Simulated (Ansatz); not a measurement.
**Relaxing Cu16O7**

Method: DFT PBE, scalar-relativistic, plane waves, PAW (Ansatz). (420 eV cutoff, 3×3×3 k-mesh, Gaussian smearing of 0.02 eV, no spin polarisation)

What was changed: O vacancy (site a), charge +0, atoms relaxed at the host's cell.

In a supercell of 23 atoms the defect feels its periodic images.

Spin polarisation was left out.

Command:

```bash
ansatz run input.yaml --threads 4 --pin off --max-ram 10240MiB --backend cpu --events-out ev --progress --plain --runs-dir out
```

Input:

```yaml
crystal:
  lattice:
    - [-4.2982410664, 4.2982410664, 4.2982410664]
    - [4.2982410664, 4.2982410664, -4.2982410664]
    - [-4.2982410664, -4.2982410664, -4.2982410664]
  atoms:
    - { symbol: Cu, position: [0.5, 0.0, 0.25] }
    - { symbol: Cu, position: [0.0, 0.5, 0.25] }
    - { symbol: Cu, position: [0.0, 0.0, 0.75] }
    - { symbol: Cu, position: [0.5, 0.5, 0.75] }
    - { symbol: Cu, position: [0.75, 0.0, 0.0] }
    - { symbol: Cu, position: [0.25, 0.5, 0.0] }
    - { symbol: Cu, position: [0.25, 0.0, 0.5] }
    - { symbol: Cu, position: [0.75, 0.5, 0.5] }
    - { symbol: Cu, position: [0.5, 0.25, 0.0] }
    - { symbol: Cu, position: [0.0, 0.75, 0.0] }
    - { symbol: Cu, position: [0.0, 0.25, 0.5] }
    - { symbol: Cu, position: [0.5, 0.75, 0.5] }
    - { symbol: Cu, position: [0.25, 0.75, 0.75] }
    - { symbol: Cu, position: [0.75, 0.25, 0.75] }
    - { symbol: Cu, position: [0.75, 0.75, 0.25] }
    - { symbol: Cu, position: [0.25, 0.25, 0.25] }
    - { symbol: O, position: [0.5, 0.0, 0.5] }
    - { symbol: O, position: [0.5, 0.5, 1.0] }
    - { symbol: O, position: [0.0, 0.0, 1.0] }
    - { symbol: O, position: [0.5, 0.0, 0.0] }
    - { symbol: O, position: [0.0, 0.5, 0.0] }
    - { symbol: O, position: [0.0, 0.0, 0.5] }
    - { symbol: O, position: [0.5, 0.5, 0.5] }
  host:
    lattice:
      - [4.2982410664, 0.0, 0.0]
      - [0.0, 4.2982410664, 0.0]
      - [0.0, 0.0, 4.2982410664]
    atoms:
      - { symbol: Cu, position: [0.25, 0.25, 0.25] }
      - { symbol: Cu, position: [0.25, 0.75, 0.75] }
      - { symbol: Cu, position: [0.75, 0.75, 0.25] }
      - { symbol: Cu, position: [0.75, 0.25, 0.75] }
      - { symbol: O, position: [0.0, 0.0, 0.0] }
      - { symbol: O, position: [0.5, 0.5, 0.5] }
basis:
  ecutwfc: 420
  xc_grid: 2
kpoints:
  mp_grid: { grid: [3, 3, 3], shift: [0.0, 0.0, 0.0] }
hamiltonian:
  xc: pbe
scf:
  occupations: { method: gaussian, width: 0.02 }
output:
  forces: true
  stress: false
  eigenvalues: true
  charged_corrections:
    defect_position: [0.0, 0.5, 0.5]
    epsilon: [[9.7516, 0.0, 0.0], [0.0, 9.7516, 0.0], [0.0, 0.0, 9.7516]]
  write_density: true
  write_potential: true
  elf: true
  volumetric_format: npy
relax:
  adjacent_minimum: "off"
  f_tol: 0.025
  max_steps: 45
```

F is the free energy.

Steps:

| step | F − F(1) (eV) | largest force component (eV/Å) |
| --- | --- | --- |
| 1 | 0.0000 | 1.084 |
| 2 | -0.8510 | 0.800 |
| 3 | -1.3426 | 0.164 |
| 4 | -1.3548 | 0.033 |
| 5 | -1.3553 | 0.001 |

Relaxed structure:

```xyz
23
Lattice="-4.2982 4.2982 4.2982 4.2982 4.2982 -4.2982 -4.2982 -4.2982 -4.2982" Properties=species:S:1:pos:R:3 pbc="T T T"
Cu   -3.1897    1.0711    1.1086
Cu    0.8872    0.8872   -3.4110
Cu   -3.1897   -3.1897   -3.2271
Cu   -3.2271    1.1086   -3.1897
Cu   -3.1897    3.1897    3.2271
Cu    1.0711    3.1897   -1.1086
Cu   -3.1897   -1.0711   -1.1086
Cu   -3.4110    3.4110   -0.8872
Cu   -1.0711    3.1897    1.1086
Cu    3.1897    3.1897   -3.2271
Cu   -0.8872   -0.8872   -3.4110
Cu   -1.1086    3.2271   -3.1897
Cu   -0.8872    0.8872   -5.1854
Cu   -5.4068    1.0711   -1.1086
Cu   -1.0711    5.4068   -1.1086
Cu   -1.1086    1.1086   -1.0711
O    -4.2982    0.0000    0.0000
O    -4.2982    0.0000   -4.2982
O    -4.2982   -4.2982   -4.2982
O    -2.0425    2.0425    2.2557
O     2.0425    2.0425   -2.2557
O    -2.0425   -2.0425   -2.2557
O    -2.2557    2.2557   -2.0425
```

The run converged. The run took 97 s on 4 threads of Arm Neoverse V1, on a shared host, peak memory 1.4 GiB.